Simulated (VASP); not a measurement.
Mg: single point with r2SCAN

The system is Mg.

```
Mg
1.0
    -1.75787    1.75787    1.75787
     1.75787   -1.75787    1.75787
     1.75787    1.75787   -1.75787
Mg
1
Direct
  0.00000 0.00000 0.00000
```

This isn't the form of Mg at room conditions, which is hcp.

The cell isn't the ideal one: volume scaled by 0.975.

```json
{"Program": "VASP 6.6.1", "Task": "single point", "Functional": "r2SCAN", "Potentials or basis": "VASP PAW PBE potentials, release 64 (Mg)", "Cutoff": "520 eV", "k mesh": "14 × 14 × 14", "Occupations": "fermi-dirac, width 0.08 eV", "Spin": "no spin polarisation"}
```

```
Pressure               : 1.3 GPa
Band gap on the k mesh : none (metal or under the smearing width)
```

Levels at points of the mesh, in eV from the Fermi level:
| k point | band 1 | band 2 | band 3 | band 4 | band 5 |
| --- | --- | --- | --- | --- | --- |
| (0.00, 0.00, 0.00) | -7.72 | 14.21 | 14.21 | 14.22 | 16.43 |
| (0.50, 0.00, 0.00) | -1.84 | -0.93 | 9.29 | 10.46 | 11.21 |
| (0.50, 0.50, 0.50) | 4.09 | 4.09 | 4.23 | 4.23 | 4.23 |

It took 24 s on 1 thread of Intel(R) Xeon(R) Platinum 8488C (Sapphire Rapids) (shared host), peak memory 0.15 GiB.

Caveat: the PAW data sets were made with another functional, which shifts forces and pressure a little.
